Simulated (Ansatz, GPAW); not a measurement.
# An Ir chain with a B atom on top of one atom: relaxation, then transmission at several levels, part 2 of 3

Aim: the conductance of an Ir chain with a B atom on top of one atom after relaxation, and whether geometry, basis or functional moves it most.

GPAW 26.7.0 and Ansatz 0.2.0; Ansatz plane waves; relaxation of the junction with the lead ends held; PAW set soft_1 (the session's first sound run).

So far. Step 2 (Relaxing the atoms): The relaxation lowered the energy of the cell by 1.99 eV.

**3. Plane-wave reference (PBE)**

Plane waves give the reference curve, free of the bias of atom-centred orbitals.

This step: Ansatz plane waves; Landauer transmission by layers, zero bias; PAW set soft_1 (Ansatz 0.2.0).

Input file input.yaml:

```yaml
crystal:
  lattice:
    - [9.0, 0.0, 0.0]
    - [0.0, 9.0, 0.0]
    - [0.0, 0.0, 39.1]
  atoms:
    - { symbol: Ir, position: [0.5, 0.5, 0.0294117647] }
    - { symbol: Ir, position: [0.5, 0.5, 0.0882352941] }
    - { symbol: Ir, position: [0.5, 0.5, 0.1470588235] }
    - { symbol: Ir, position: [0.5, 0.5, 0.2058823529] }
    - { symbol: Ir, position: [0.5, 0.5, 0.2647058824] }
    - { symbol: Ir, position: [0.5, 0.5, 0.3235294118] }
    - { symbol: Ir, position: [0.4693936391, 0.4525380927, 0.3848475255] }
    - { symbol: Ir, position: [0.4930136235, 0.5201137876, 0.4453162112] }
    - { symbol: Ir, position: [0.3599771408, 0.494916507, 0.5002099393] }
    - { symbol: B, position: [0.5677315587, 0.4770975344, 0.4986563763] }
    - { symbol: Ir, position: [0.4958498431, 0.514663647, 0.5542129061] }
    - { symbol: Ir, position: [0.460105022, 0.462116889, 0.6151123624] }
    - { symbol: Ir, position: [0.5, 0.5, 0.6764705882] }
    - { symbol: Ir, position: [0.5, 0.5, 0.7352941176] }
    - { symbol: Ir, position: [0.5, 0.5, 0.7941176471] }
    - { symbol: Ir, position: [0.5, 0.5, 0.8529411765] }
    - { symbol: Ir, position: [0.5, 0.5, 0.9117647059] }
    - { symbol: Ir, position: [0.5, 0.5, 0.9705882353] }
kpoints:
  mp_grid: { grid: [1, 1, 2] }
hamiltonian:
  xc: pbe
  pseudopotentials: { kind: paw, azcp: { folder: soft_1 } }
scf:
  occupations: { method: fermi_dirac, width: 0.1 }
output:
  transmission:
    leads: [[0, 1]]
    e_range: [-2, 2]
    de: 0.025
    kmesh: [1, 1]
    reduced_basis: true
  write_potential: true
  write_density: true
  volumetric_format: npy
```

Command:

```bash
$ ansatz run input.yaml --threads 4 --pin off --max-ram 8192MiB --backend cpu --events-out ev --progress --plain --runs-dir out
```

Numbers of over 12 decimals in the logs are rounded to 6 here.

The program printed:

```text
[...]
Crystal: 18 atoms, lattice volume = 3167.100 Å³
Basis set: ecut = 420 eV, 61855 PW (Γ)
Bands: 176, of which v1, the nominal top of the filled ones, is band 146 counted from 1 (145 counted from 0)
Symmetry: 1 space group operations
[...]
k-points: 2
[...]
SCF iter   1: F=—  HF=-203021.872228 eV  |F-HF|=—  |Δ(HF+E_count)|=         —  Δρ=2.21e-2  dr2=1.52e1  ethr=3.10e-3  ⟨swp⟩=6.0  Hψ=1312  notcnv=0  defer=2
[...]
SCF iter  13: F=-203017.807157 eV  HF=-203017.807157 eV  |F-HF|=3.03e-8  |Δ(HF+E_count)|=   3.61e-9  Δρ=8.39e-7  dr2=3.94e-8  ethr=3.42e-11  ⟨swp⟩=15.5  Hψ=790  notcnv=0
SCF 1 converged in 13 iterations: F = -203017.807157 eV  dr2 = 3.94e-8
[...]
transmission: 49 of 294 steps passed
transmission: 98 of 294 steps passed
[...]
transmission: 294 of 294 steps passed
WARN: The output density's exchange-correlation potential varies sharply where the density is thin. Do not read a vacuum level from v_tot or v_xc, or from such a field of the output density. On a cell that repeats whose density bears no net charge and no dipole along the vacuum's axis use v_es (v_loc + v_h of the components); under efield.dipole_correction with no amplitude use v_es + v_field, which holds any externa [...]
SCF converged after 13 iterations
Free energy (F): -203017.807157 eV
[...]
Internal energy: -203016.087342 eV  (E = F + TS)
E sigma→0 (E₀):  -203016.947250 eV
Entropy (-TS):   -1.719814 eV (-95.545 meV/atom)
Fermi energy:    -3.356514 eV
[...]
--- Band table (eV) ---
  k-point 0: bands = [... 142 lower, -3.4707, -3.4622, -3.4215, -3.3750, -3.3731, -3.3414, -3.3229, -3.3208, ... 26 higher]
  k-point 1: bands = [... 142 lower, -3.4718, -3.4433, -3.3922, -3.3603, -3.3510, -3.3290, -3.3051, -3.2886, ... 26 higher]
--- Transmission ---
  basis      : 717 plane waves across, 49 finite elements along
  points     : 1, standing for a mesh of 1 x 1
  filling    : by the input's occupations and mesh, since the crystals that have channels conduct as metals do. If one of these is a semiconductor, that mesh has misplaced its level
  energies   : 161 from -2.000000 to 2.000000 eV about the Fermi level, 0.025000 eV apart; the leads are filled to 0.000000 eV, and channels, transmission and decay are at 0.000000 eV
  crystal 0  : Ir1, at the sites [0, 1], period 2.3000 Å, over 27.60 Å; its Hamiltonian steps by up to 4.9 meV
    offset         : up to 0.0000 Å between an atom of the period and one for which it stands
    filled         : 8.0 meV over the level at which it is neutral
    channels       : 6.000000e0 a spin
    conductance    : 5.5322e14 S/m² at 300 K; may be off by some 0.0 % by where its bands' edges are placed, 0.9 % from the distance to neutral
  junction   : crystal 0 to crystal 0, 0.70 to 37.50 Å
    transmission   : 2.144456e0 a spin
    error estimate : 1.347346e-3 a spin from the reduction of the transverse basis, at the most 3.768889e-3 at 0.025000 eV
    conductance    : 2.0233e14 S/m² at 300 K (2.0190e14 on every other energy)
    error estimate : 0.2 % from the energy spacing and 0.0 % from band edges of the leads and from resonances (wavevectors taken as independent; lower de), 0.1 % from the reduction of the transverse basis, 1.4 % from the steps of its leads' Hamiltonians or their offsets (lay more layers), 1.2 % from the distance to neutral
    resistance     : 3.1348e-3 Ω µm² beyond half of each lead's own
```

Wall time 89 s (4 threads of Intel Xeon Platinum 8488C (Sapphire Rapids), shared host); peak memory 5 GiB.

Reading the cycles: dr2 is the Hartree energy of the density residual (eV), the measure of convergence; HF is the Harris–Foulkes estimate of the energy, which meets the free energy F at convergence.

Numbers from this step:

* lead level: 0 eV from the Fermi level
* transmission at the Fermi level (one spin): 2.144
* open channels of the lead at the Fermi level (one spin): 6
* step of the potential along the lead: 4.9 meV
* offset of the lead: 0 Å
* filling of the lead less its bulk value, in size: 8 meV
* conductance: 2.115 G₀

One spin. The transmission, zone mean by energy, zero at the Fermi level:

energy (eV), transmission, zone mean and a bar from the least value:
```
   -2.000       1.00 
   -1.800       1.05 #
   -1.600       1.19 ##
   -1.400       1.72 ########
   -1.275       2.10 #############
   -1.200       1.99 ###########
   -1.000       2.20 ##############
   -0.800       2.75 ####################
   -0.600       3.53 #############################
   -0.525       3.60 ##############################
   -0.400       3.48 #############################
   -0.200       3.07 ########################
    0.000       2.14 #############
    0.200       1.45 #####
    0.400       1.34 ####
    0.600       1.00 
    0.800       0.99 
    1.000       1.11 #
    1.200       1.30 ####
    1.400       1.48 ######
    1.525       1.52 ######
    1.600       1.50 ######
    1.800       1.34 ####
    2.000       1.12 #
```

One spin. Open channels, zone mean against energy, zero at the Fermi level:

```csv
energy (eV),"open channels, zone mean"
-2.000,3
-1.900,4
-1.800,4
-1.700,4
-1.600,4
-1.500,4
-1.400,6
-1.300,6
-1.200,6
-1.100,6
-1.000,6
-0.900,6
-0.800,6
-0.700,6
-0.600,6
-0.500,6
-0.400,6
-0.300,6
-0.200,6
-0.100,6
0.000,6
0.100,4
0.200,4
0.300,4
0.400,4
0.500,4
0.600,4
0.700,4
0.800,4
0.900,4
1.000,3
1.100,3
1.200,3
1.300,3
1.400,3
1.500,3
1.600,3
1.700,3
1.800,3
1.900,3
2.000,3
```

Crystal 0, spin -, k parallel (0, 0); distinct values, listed up to 1.5 1/Å. The Im kz of the slowest decaying states by energy, zero at the Fermi level:

```csv
energy (eV),decay 1 (Å⁻¹),decay 2 (Å⁻¹),decay 3 (Å⁻¹),decay 4 (Å⁻¹)
-2.000,0.0338,0.549,0.550,1.33
-1.800,0.446,0.446,1.31,1.31
-1.600,0.301,0.302,1.29,1.29
-1.400,1.27,1.33,1.44,-
-1.200,1.25,1.25,1.31,1.42
-1.000,1.23,1.23,1.29,1.41
-0.800,1.21,1.21,1.27,1.39
-0.600,1.19,1.19,1.25,1.37
-0.400,1.17,1.17,1.23,1.35
-0.200,1.14,1.14,1.21,1.33
0.000,1.12,1.12,1.18,1.31
0.200,0.246,0.246,1.10,1.10
0.400,0.368,0.368,1.07,1.07
0.600,0.451,0.451,1.05,1.05
0.800,0.515,0.515,1.03,1.03
1.000,0.0987,0.567,0.567,1.00
1.200,0.199,0.611,0.611,0.976
1.400,0.259,0.648,0.950,0.950
1.600,0.304,0.681,0.924,0.924
1.800,0.341,0.709,0.709,0.897
2.000,0.371,0.735,0.735,0.870
```

Crystal 0, spin -, k parallel (0, 0). Re kz of states that move upwards against energy, zero at the Fermi level:

```csv
energy (eV),channel 1 (Å⁻¹),channel 2 (Å⁻¹),channel 3 (Å⁻¹),channel 4 (Å⁻¹),channel 5 (Å⁻¹),channel 6 (Å⁻¹)
-2.000,-0.681,-0.680,0.708,-,-,-
-1.800,-0.648,-0.648,0.260,0.724,-,-
-1.600,-0.616,-0.616,0.370,0.741,-,-
-1.400,-0.585,-0.585,0.153,0.155,0.455,0.759
-1.200,-0.555,-0.554,0.382,0.383,0.528,0.777
-1.000,-0.525,-0.525,0.528,0.528,0.592,0.796
-0.800,-0.495,-0.495,0.648,0.652,0.653,0.817
-0.600,-0.466,-0.466,0.699,0.769,0.769,0.841
-0.400,-0.437,-0.437,0.742,0.871,0.888,0.888
-0.200,-0.409,-0.408,0.778,0.908,1.02,1.02
0.000,-0.380,-0.380,0.806,0.951,1.21,1.21
0.200,-0.351,-0.351,0.830,1.00,-,-
0.400,-0.322,-0.322,0.850,1.06,-,-
0.600,-0.293,-0.293,0.869,1.13,-,-
0.800,-0.263,-0.263,0.886,1.22,-,-
1.000,-0.233,-0.233,0.902,-,-,-
1.200,-0.202,-0.202,0.918,-,-,-
1.400,-0.170,-0.169,0.934,-,-,-
1.600,-0.136,-0.135,0.949,-,-,-
1.800,-0.0978,-0.0974,0.964,-,-,-
2.000,-0.0496,-0.0489,0.980,-,-,-
```

The electrostatic potential energy of an electron (with the applied field's), less the Fermi level, planar mean oscillates, so the rows of the table below give means over windows of 2.32 Å about each position, cut where the curve ends. Its first 14 maxima inside the range that stand out by 2 % of the span (Å: eV): 2.3: 5.28, 4.6: 5.27, 7.0: 5.27, 9.3: 5.27, 11.4: 5.28, 13.9: 5.30, 16.2: 5.22, 18.4: 4.82, 20.7: 4.80, 22.9: 5.24, 25.2: 5.30, 27.7: 5.28, 29.8: 5.27, 32.1: 5.27. Its first 14 minima: 1.2: 3.38, 3.5: 3.38, 5.8: 3.38, 8.1: 3.39, 10.3: 3.39, 12.6: 3.38, 15.1: 3.36, 17.4: 3.27, 19.6: 2.11, 21.7: 3.27, 24.0: 3.36, 26.5: 3.38, 28.8: 3.39, 31.0: 3.39.

Table of electrostatic potential energy of an electron (with the applied field's), less the Fermi level, planar mean by z; means over each step:

z (Å), electrostatic potential energy of an electron (with the applied field's), less the Fermi level, planar mean (eV) and a bar from the least value:
```
     1.16       4.33 ##############################
     3.48       4.33 ##############################
     5.80       4.33 ##############################
     8.12       4.33 ##############################
    10.44       4.33 ##############################
    12.76       4.32 ##############################
    15.08       4.30 #############################
    17.40       4.16 ########################
    19.72       3.53 
    22.04       4.22 ##########################
    24.36       4.32 ##############################
    26.68       4.32 ##############################
    29.00       4.33 ##############################
    31.32       4.33 ##############################
    33.64       4.33 ##############################
    35.96       4.33 ##############################
    38.28       4.10 #####################
```

The valence density, planar mean oscillates, so the rows of the table below give means over windows of 2.32 Å about each position, cut where the curve ends. Its first 14 maxima inside the range that stand out by 2 % of the span (Å: e/Å³): 1.2: 0.181, 3.5: 0.180, 5.8: 0.180, 8.1: 0.179, 10.3: 0.179, 12.6: 0.180, 15.1: 0.180, 17.4: 0.181, 19.6: 0.202, 21.7: 0.180, 24.0: 0.180, 26.5: 0.179, 28.8: 0.179, 31.0: 0.179. Its first 14 minima: 2.3: 0.0278, 4.6: 0.0278, 7.0: 0.0279, 9.3: 0.0282, 11.4: 0.0282, 13.9: 0.0240, 16.2: 0.0246, 18.4: 0.0386, 20.7: 0.0388, 22.9: 0.0244, 25.2: 0.0240, 27.7: 0.0283, 29.8: 0.0282, 32.1: 0.0279.

The valence density, planar mean by z; means over each step:

```csv
z (Å),"valence density, planar mean (e/Å³)"
1.16,0.0907
3.48,0.0907
5.80,0.0907
8.12,0.0907
10.44,0.0907
12.76,0.0899
15.08,0.0901
17.40,0.0927
19.72,0.108
22.04,0.0905
24.36,0.0896
26.68,0.0905
29.00,0.0907
31.32,0.0908
33.64,0.0908
35.96,0.0908
38.28,0.106
```

T at the Fermi level is 2.14 of 6 open channels a spin, without spin-orbit coupling, which is large for these atoms.

**4. Double-zeta polarised basis**

The script solves lead and junction separately, takes H and S in the orbital basis, and joins semi-infinite leads through their self-energies; the dzp basis is the working standard.

This step: GPAW LCAO, PAW setups; Landauer transmission from Green's functions with principal layers (ASE), zero bias (GPAW 26.7.0).

Input file run.py:

```python
import json
import numpy as np
from ase import Atoms
from ase.transport.calculators import TransportCalculator
from gpaw import GPAW, FermiDirac
from gpaw.lcao.tools import get_lcao_hamiltonian
from scipy.linalg import eigh

# The junction with lead layers at both ends, along the third cell vector
device = Atoms(
    ['Ir', 'Ir', 'Ir', 'Ir', 'Ir', 'Ir', 'Ir', 'Ir', 'Ir', 'B', 'Ir', 'Ir', 'Ir', 'Ir', 'Ir', 'Ir', 'Ir', 'Ir'],
    positions=[
        [4.50000, 4.50000, 1.15000],
        [4.50000, 4.50000, 3.45000],
        [4.50000, 4.50000, 5.75000],
        [4.50000, 4.50000, 8.05000],
        [4.50000, 4.50000, 10.35000],
        [4.50000, 4.50000, 12.65000],
        [4.22454, 4.07284, 15.04754],
        [4.43712, 4.68102, 17.41186],
        [3.23979, 4.45425, 19.55821],
        [5.10958, 4.29388, 19.49746],
        [4.46265, 4.63197, 21.66972],
        [4.14095, 4.15905, 24.05089],
        [4.50000, 4.50000, 26.45000],
        [4.50000, 4.50000, 28.75000],
        [4.50000, 4.50000, 31.05000],
        [4.50000, 4.50000, 33.35000],
        [4.50000, 4.50000, 35.65000],
        [4.50000, 4.50000, 37.95000]],
    cell=[[9.0, 0.0, 0.0], [0.0, 9.0, 0.0], [0.0, 0.0, 39.1]],
    pbc=True)

# One principal layer of the lead: the first 5 atoms of the device
lead = Atoms(
    ['Ir', 'Ir', 'Ir', 'Ir', 'Ir'],
    positions=[
        [4.50000, 4.50000, 1.15000],
        [4.50000, 4.50000, 3.45000],
        [4.50000, 4.50000, 5.75000],
        [4.50000, 4.50000, 8.05000],
        [4.50000, 4.50000, 10.35000]],
    cell=[[9.0, 0.0, 0.0], [0.0, 9.0, 0.0], [0.0, 0.0, 11.5]],
    pbc=True)

settings = dict(mode='lcao', basis='dzp', xc='PBE', h=0.2,
                occupations=FermiDirac(0.1), maxiter=250,
                mixer=dict(beta=0.1, nmaxold=8, weight=100.0),
                convergence=dict(density=0.0001))
energies = np.arange(-2, 2 + 1e-9, 0.025)
eta = 0.0001
n1, n2 = 1, 1
# k and -k transmit alike, so half of the mesh across the current serves
mesh = [(i, j) for i in range(n1) for j in range(n2) if (i, j) <= (-i % n1, -j % n2)]
weights = np.array([1 if (i, j) == (-i % n1, -j % n2) else 2 for i, j in mesh]) / (n1 * n2)

# [... helper functions left out ...]
fermi_lead = ground_state(lead, (1, 1, 10), 'lead.txt')
fermi_device = ground_state(device, (1, 1, 2), 'device.txt')
# [... loop over the mesh left out, but for ...]
        # Shift the lead onto the potential of the device's first layer
        shift = ((H[:, 0, 0] - H0[:, 0, 0]) / S0[0, 0]).real.mean()
# [...]
kT = 8.617333e-5 * 300
bias = [0.1, 0.2, 0.5, 1.0, 1.5, 2.0]
# [... integrals and printing left out ...]
```

Command:

```bash
$ OMP_NUM_THREADS=1 OPENBLAS_NUM_THREADS=1 python run.py
```

The program printed:

```text
basis functions: device 472, principal layer 135
Fermi level: lead -3.8817 eV, device -3.8457 eV; lead shifted by -0.0033 eV
largest coupling past the next layer 1.48e-06 eV, largest misfit of the first layer 0.122 eV
  E-E_F (eV)   T (one spin)  [channel counts left out]
    -2.000    9.1448e-01
    -1.975    9.1352e-01
    -1.950    9.1603e-01
    -1.925    9.2167e-01
    -1.900    9.3028e-01
    -1.875    9.3924e-01
    -1.850    9.5565e-01
    -1.825    9.7122e-01
    -1.800    9.8821e-01
    -1.775    1.0062e+00
    -1.750    1.0247e+00
    -1.725    1.0436e+00
    -1.700    1.0627e+00
    -1.675    1.0823e+00
    -1.650    1.1028e+00
    -1.625    1.1250e+00
[...]
1.825    1.2059e+00
     1.850    1.1586e+00
     1.875    1.1011e+00
     1.900    1.0249e+00
     1.925    8.9640e-01
     1.950    7.5086e-01
     1.975    7.3868e-01
     2.000    7.3427e-01
conductance at 300 K: 2.1644 G0 a cell; thermopower 12.3 uV/K
current from the zero-bias T(E) at 0.1 V: 16.754 uA
current from the zero-bias T(E) at 0.2 V: 33.393 uA
current from the zero-bias T(E) at 0.5 V: 85.335 uA
current from the zero-bias T(E) at 1.0 V: 177.24 uA
current from the zero-bias T(E) at 1.5 V: 257.21 uA
current from the zero-bias T(E) at 2.0 V: 320.52 uA
```

Wall time 4.7 min (1 thread); peak memory 1.5 GiB.

Numbers from this step:

* conductance: 2.164 G₀
* largest coupling past the next principal layer: 1.48e-6 eV
* largest misfit of the first principal layer: 0.1224 eV
* shift that aligns the lead: -0.003308 eV
* basis functions of the junction: 472
* basis functions of a principal layer: 135
* transmission at the Fermi level (one spin): 2.164

One spin. The transmission, zone mean by energy, zero at the Fermi level:

energy (eV), transmission, zone mean and a bar from the least value:
```
   -2.000       0.91 ##
   -1.900       0.93 ##
   -1.800       0.99 ###
   -1.700       1.06 ###
   -1.600       1.15 ####
   -1.500       1.34 ######
   -1.400       1.82 ############
   -1.300       2.10 ###############
   -1.200       2.02 ##############
   -1.100       1.85 ############
   -1.000       1.75 ###########
   -0.900       2.11 ###############
   -0.800       2.47 ##################
   -0.700       2.81 ######################
   -0.600       3.27 ###########################
   -0.500       3.54 ##############################
   -0.450       3.56 ##############################
   -0.400       3.53 ##############################
   -0.300       3.39 ############################
   -0.200       3.21 ##########################
   -0.100       2.54 ###################
    0.000       2.16 ###############
    0.100       1.58 #########
    0.200       1.39 #######
    0.300       1.40 #######
    0.400       1.28 ######
    0.500       1.07 ####
    0.600       0.99 ###
    0.700       0.99 ###
    0.800       1.02 ###
    0.900       1.08 ####
    1.000       1.16 #####
    1.100       1.25 ######
    1.200       1.35 #######
    1.300       1.45 ########
    1.400       1.51 ########
    1.450       1.52 ########
    1.500       1.52 ########
    1.600       1.47 ########
    1.700       1.38 #######
    1.800       1.25 #####
    1.900       1.02 ###
    2.000       0.73
```

Not self-consistent under bias; the bias window is split evenly. Table of current through one cell, from the zero-bias transmission by bias:

```csv
bias (V),"current through one cell, from the zero-bias transmission (μA)"
0.100,16.8
0.200,33.4
0.500,85.3
1.000,177
1.500,257
2.000,321
```

Table of transmission of the three most open eigenchannels by energy, zero at the Fermi level:

```csv
energy (eV),channel 1,channel 2,channel 3
-2.000,0.780,0.0844,0.0406
-1.900,0.790,0.0902,0.0453
-1.800,0.834,0.116,0.0304
-1.700,0.894,0.133,0.0225
-1.600,0.944,0.147,0.0517
-1.500,0.976,0.246,0.112
-1.400,0.991,0.703,0.125
-1.300,0.986,0.973,0.140
-1.200,0.922,0.909,0.173
-1.100,0.876,0.714,0.219
-1.000,0.884,0.440,0.328
-0.900,0.962,0.620,0.312
-0.800,0.962,0.708,0.439
-0.700,0.940,0.702,0.574
-0.600,0.954,0.795,0.713
-0.500,0.960,0.941,0.850
-0.400,0.971,0.927,0.892
-0.300,0.978,0.885,0.846
-0.200,0.977,0.897,0.764
-0.100,0.990,0.815,0.467
0.000,0.990,0.761,0.363
0.100,0.995,0.344,0.231
0.200,0.998,0.246,0.141
0.300,0.975,0.266,0.149
0.400,0.793,0.279,0.207
0.500,0.556,0.334,0.176
0.600,0.504,0.390,0.0976
0.700,0.518,0.416,0.0559
0.800,0.551,0.431,0.0334
0.900,0.573,0.492,0.0152
1.000,0.626,0.526,0.0112
1.100,0.697,0.548,0.00938
1.200,0.783,0.563,0.00858
1.300,0.871,0.570,0.00842
1.400,0.942,0.562,0.00877
1.500,0.981,0.529,0.00961
1.600,0.994,0.464,0.0109
1.700,0.995,0.367,0.0125
1.800,0.988,0.246,0.0131
1.900,0.935,0.0830,0.00701
2.000,0.734,1.0e-7,3.8e-9
```

At the Fermi level T is 2.16 against 2.14 in plane waves. Couplings past the next layer reach 1.5e-6 eV, small enough to drop; the matrix elements of the cell's first layer differ from the bulk lead's by up to 0.12 eV. That layer keeps its own values in the calculation, and only beyond it is the lead taken as perfect. The Fermi levels of lead and junction count from different zeros of potential, one for each periodic cell; with both set to zero, the small remaining shift is what aligns them. Without spin-orbit coupling, which is large for these atoms, channel counts and T are those of the scalar-relativistic bands. By hand: G = 2.164 × 77.48 μS = 168 μS, a resistance of 5.96 kΩ; at 0.1 V a linear junction would pass 16.8 μA, and the integral over the bias window gives 16.8 μA.

[end of part 2 of 3]

[Logs are printed without paths, hosts, clocks, repeated set-up lines and the standing remarks that a program may print on its own settings, such as how far it seeks lower states.]

[Hosts, paths, dates, database ids (printed as entryN), source tags and the programs' standing remarks are cut or masked in the printed files.]
